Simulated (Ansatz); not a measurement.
SrO (P6_3mc), stationary points along a deformation path

Level of theory: DFT LDA, scalar-relativistic, plane waves, PAW (Ansatz 0.2.0). The runs took a 420 eV cutoff, a Γ-centred 9×9×6 mesh and Gaussian smearing (0.05 eV). No spin polarisation. Energies are free energies at this smearing, counted from the undisturbed cell; pressure is positive in compression.

Reference structure (as given, not relaxed at this level; it stands at -4.5 GPa; this form isn't the usual structure):

```
Sr O
1.0
     4.27547    0.00000    0.00000
    -2.13773    3.70266    0.00000
     0.00000    0.00000    5.15559
Sr O
2 2
Direct
  0.33333 0.66667 0.93813
  0.66667 0.33333 0.43813
  0.33333 0.66667 0.43687
  0.66667 0.33333 0.93687
```

At fixed volume and fractional coordinates, lengths along (0.000, 0.000, 1.000) are scaled against those across it; ρ is that ratio over its starting value. V = 20.404 Å³/atom. Δσ is the stress along the axis less the mean stress across it (compression positive).

```
    ρ  ΔE (meV/atom)  Δσ (GPa) space group
0.800          283.5     38.13       P6_3mc
0.850          129.2     22.66       P6_3mc
0.920           26.9      8.82       P6_3mc
0.960            4.9      3.54       P6_3mc
1.000            0.0     -0.55       P6_3mc
1.050           10.8     -4.56       P6_3mc
1.100           35.5     -7.85       P6_3mc
1.200          114.7    -13.62       P6_3mc
1.300          226.5    -19.45       P6_3mc
```

Problem. How does the stress give the slope of the energy, and where is the energy stationary?

Solution. Along the path d ln(length) is 2/3 d ln ρ on the axis and −1/3 d ln ρ across it, so dE/d ln ρ = −(2/3) V Δσ: the energy falls with ρ where Δσ is positive. Δσ vanishes or changes sign between ρ = 0.960 and 1.000, a minimum (near 0.99 by linear interpolation). Pairs of stationary points between two samples would go unseen, and could change a minimum read from distant neighbours into a maximum.

Problem. Integrate that slope from ρ = 1 to 0.850 by the trapezoid rule.

Solution. With V/N in Å³ and 1 eV/Å³ = 160.2 GPa the slopes at ρ = 1.000, 0.960, 0.920, 0.850 are 46, -300, -748, -1924 meV/atom per unit of ln ρ. The steps add 5.2 + 22.3 + 105.7 = 133.2 meV/atom, against 129.2 from the energies; the trapezoid rule misses the curvature of the slope within each step.

Forces appear on the atoms along this scan, and letting them relax would lower the energy and soften the response.